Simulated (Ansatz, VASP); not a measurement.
Given: the input of a run of Ansatz 0.2.0 on Sb.

Contents of input.yaml:

```yaml
crystal:
  lattice:
    - [-1.8460493956, 1.8460493956, 1.8460493956]
    - [1.8460493956, -1.8460493956, 1.8460493956]
    - [1.8460493956, 1.8460493956, -1.8460493956]
  atoms:
    - { symbol: Sb, position: [0.0, 0.0, 0.0] }
kpoints:
  mp_grid: { grid: [10, 10, 10] }
scf:
  occupations: { method: fermi_dirac, width: 0.05 }
hamiltonian:
  xc: pbesol
  pseudopotentials: { kind: all_electron, lapw: { basis_error: 0.0005 } }
output:
  forces: true
  stress: true
  eigenvalues: true
```

Potentials or basis: all-electron LAPW, scalar-relativistic.

Command:

```sh
$ ansatz run input.yaml --threads 1 --pin off --max-ram 3072MiB --backend cpu --events-out ev --progress --plain --runs-dir out
```

**Question.** Set up the same calculation for VASP 6.6.1. Potentials there: VASP PAW PBE potentials, release 64 (Sb).

**Answer.** As run (the cutoff follows the program's own potentials):

The input INCAR:

```
SYSTEM = Sb
PREC = Accurate
ENCUT = 520
EDIFF = 1E-6
ISMEAR = -1
SIGMA = 0.05
LREAL = .False.
LASPH = .True.
NELM = 80
ALGO = Normal
ISIF = 2
LWAVE = .False.
LCHARG = .False.
GGA = PS
NBANDS = 8
```

File KPOINTS:

```
Automatic mesh
0
Gamma
  10 10 10
  0 0 0
```

POSCAR

```
Sb
1.0
   -1.8460493956      1.8460493956      1.8460493956
    1.8460493956     -1.8460493956      1.8460493956
    1.8460493956      1.8460493956     -1.8460493956
Sb
1
Direct
    0.0000000000      0.0000000000      0.0000000000
```

Potentials or basis: VASP PAW PBE potentials, release 64 (Sb).

Command:

```console
$ cat potpaw_PBE.64/Sb/POTCAR > POTCAR
$ mpirun -np 1 vasp_std > vasp.out
```

Both were run:

|  | VASP | Ansatz | Ansatz less VASP |
| --- | --- | --- | --- |
| gap on the k mesh at the Fermi level (eV) | none | none | - |
| pressure (GPa) | 3.0 | 3.0 | -0.02 |

A gap of «none» marks a metal or a gap that the smearing closes. Ansatz ran all-electron here, so the differences hold the error of VASP's frozen core and of both bases.

Caveats: the PAW data sets were made with another functional, which shifts forces and pressure a little (VASP). Spin-orbit coupling is left out, which matters for the levels of Sb.
